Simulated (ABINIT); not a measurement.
Crystal: CuO.

```
Cu O
1.0
     0.00000    2.32725    2.32725
     2.32725    0.00000    2.32725
     2.32725    2.32725    0.00000
Cu O
1 1
Direct
  0.00000 0.00000 0.00000
  0.25000 0.25000 0.25000
```

Measurements of this composition are mostly on another form, of space group No. 15.

```yaml
Program: ABINIT 10.8.3 (patched build)
Task: single point
Functional: PBE
Potentials_or_basis: JTH PAW PBE v2.0
Cutoff: 707 eV
k_mesh: 10 × 10 × 10
Occupations: fermi-dirac, width 0.05 eV
Spin: no spin polarisation
```

On this cell: pressure -9.8 GPa; largest force zero by symmetry; band gap on the k mesh none (metal or under the smearing width).

The same run follows on a disturbed copy (atoms moved at random, drawn with an rms of 0.05 Å):

```
Cu O
1.0
     0.00000    2.32725    2.32725
     2.32725    0.00000    2.32725
     2.32725    2.32725    0.00000
Cu O
1 1
Direct
  0.00319 0.99960 0.00189
  0.24052 0.23968 0.27071
```

What does the disturbed cell give?

The energy (extrapolated to zero smearing) moves by +1.9 meV/atom; pressure -9.6 GPa; largest force 0.157 eV/Å; band gap on the k mesh none (metal or under the smearing width).

Forces on the atoms (eV/Å):
```
Cu   0.068  0.059 -0.129
O   -0.068 -0.059  0.129
```

Stress tensor (GPa, compression positive):
```
-9.61  0.57 -0.35
 0.57 -9.62 -0.36
-0.35 -0.36 -9.64
```

Caveats: an odd number of electrons without spin polarisation forces a metal; a magnetic or distorted state may lie lower; the run has no spin polarisation, though such a crystal can be magnetic; semilocal functionals often make such compounds metallic where correlation or magnetic order opens a gap, which also shifts bond lengths.
